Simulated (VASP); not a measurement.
Input of a VASP 6.6.1 run:

Contents of INCAR:

```
SYSTEM = HfO2
PREC = Accurate
ENCUT = 600
EDIFF = 1E-7
ISMEAR = 0
SIGMA = 0.02
LREAL = .False.
LASPH = .True.
NELM = 100
ALGO = Fast
ISIF = 3
LWAVE = .False.
LCHARG = .False.
GGA = PE
IBRION = 2
NSW = 100
EDIFFG = -0.005
```

KPOINTS

```
Automatic mesh
0
Gamma
  6 6 4
  0 0 0
```

The input POSCAR:

```
HfO2
1.0
    3.6033147704      0.0000000000      0.0000000000
    0.0000000000      3.6033147704      0.0000000000
    0.0000000000      0.0000000000      5.2506272331
Hf O
2 4
Direct
    0.5000000000      0.5000000000      0.5000000000
    0.0000000000      0.0000000000      0.0000000000
    0.0000000000      0.5000000000      0.6950113367
    0.5000000000      0.0000000000      0.8049886633
    0.5000000000      0.0000000000      0.3049886633
    0.0000000000      0.5000000000      0.1950113367
```

Potentials or basis: VASP PAW PBE potentials, release 64 (Hf_pv, O).

Launch:

```bash
$ cat potpaw_PBE.64/Hf_pv/POTCAR potpaw_PBE.64/O/POTCAR > POTCAR
$ mpirun -np 1 vasp_std > vasp.out
```

What does it give for the relaxed volume?

11.21 Å³/atom.

Estimate the space group after relaxing (to 0.05 Å).

P4_2/nmc (No. 137).

What does it give for the relaxed cell?

a = 3.588 Å, b = 3.588 Å, c = 5.226 Å, α = 90.00°, β = 90.00°, γ = 90.00°.

Forces in eV/Å, atoms in the order of the input:
```
Hf   0.000  0.000  0.000
Hf   0.000  0.000  0.000
O    0.000  0.000  0.005
O    0.000  0.000 -0.005
O    0.000  0.000 -0.005
O    0.000  0.000  0.005
```
